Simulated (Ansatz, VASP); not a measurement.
# CdTe: VASP beside Ansatz

```
Cd Te
1.0
     3.10170    0.00000    0.00000
     0.00000    3.10170    0.00000
     0.00000    0.00000    3.10170
Cd Te
1 1
Cartesian
  0.0000 0.0000 0.0000
  1.5509 1.5509 1.5509
```

Change from the starting cell: volume scaled by 0.55, crystal datasets.

Alike in both runs: task single point; functional PBE; k mesh 11 × 11 × 11; occupations fermi-dirac, width 0.05 eV; no spin polarisation.

```csv
,VASP,Ansatz
version,VASP 6.6.1,Ansatz 0.2.0
potentials or method,"VASP PAW PBE potentials, release 64 (Cd, Te), cutoff 520 eV","all-electron PAW with datasets made for the crystal, scalar-relativistic"
```

Ansatz gave:

```
pressure (GPa) : 118.7
```

**Question.** Estimate VASP's values.

**Answer.** Pressure (GPa): 121.3.

Ansatz ran all-electron here, so the differences hold the error of VASP's frozen core and of both bases. Ansatz warned: «printed_levels_off».

Caveats: the cell as given lies far from equilibrium; so large a pressure means that the cell lies far from this level's equilibrium, or that cutoff or potentials fall short (VASP). The runs have no spin-orbit coupling, so splittings on Te are missing.
